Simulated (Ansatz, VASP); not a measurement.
TiC in VASP and in Ansatz

```
CELL_PARAMETERS angstrom
0.00000 2.16636 2.16636
2.16636 0.00000 2.16636
2.16636 2.16636 0.00000
ATOMIC_POSITIONS crystal
Ti 0.00000 0.00000 0.00000
C 0.50000 0.50000 0.50000
```

Alike in both runs: functional PBE; k mesh 17 × 17 × 17; occupations fermi-dirac, width 0.05 eV; no spin polarisation.

Ansatz relaxed the structure, and its values are those at the end. VASP's run is a single point on that final structure, the one shown.

```csv
,VASP,Ansatz
version,VASP 6.6.1,Ansatz 0.2.0
potentials or method,"VASP PAW PBE potentials, release 64 (Ti_sv, C)","PAW with Ansatz's default frozen-core files, scalar-relativistic"
plane-wave cutoff (eV),520,420
valence electrons in the cell,16,16
```

Ansatz gave:

| Property | Result |
| --- | --- |
| pressure (GPa) | 0.0 |

Q: Which values does VASP return?

A: Pressure (GPa): 0.2.
